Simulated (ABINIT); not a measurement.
Runs of ABINIT 10.8.3 (patched build) on BN. Symmetry: P6_3/mmc, No. 194, hexagonal system. The conventional cell has a = 2.498 Å, b = 2.498 Å, c = 6.636 Å, α = 90.00°, β = 90.00°, γ = 120.00°. Around N (site symmetry -6m2) lie 3 B at 1.44 Å. Around B (site symmetry -6m2) lie 3 N at 1.44 Å. 

```csv
task,level,potentials or basis,cutoff (eV),fine-grid cutoff,gap on the mesh (eV),pressure (GPa)
band structure,PBE,SG15 NC PBE v1.2,1143,-,4.33,3.6
band structure,BLYP,JTH PAW PBE v2.0,707,1306.15 eV,4.36,(b)
band structure,PBEsol,PseudoDojo NC SR PBEsol v0.4 stringent,1143,-,4.21,(c)
band structure,WC,JTH PAW PBE v2.0,707,1306.15 eV,4.19,(a)
```

Alike in all rows: no spin polarisation; cell as given; k mesh 12 × 12 × 4; smearing fermi-dirac 0.05 eV.

Task: Fill in the values left out.

Result: (a) 1.9; (b) 7.2; (c) 2.6.

Caveats: this functional lacks dispersion, which binds the layers, so the pressure and a relaxed spacing across them are unreliable; the PAW data sets were made with another functional, which shifts forces and pressure a little (some runs); the atomic spheres overlap (some runs).

A k mesh can miss the band edges.
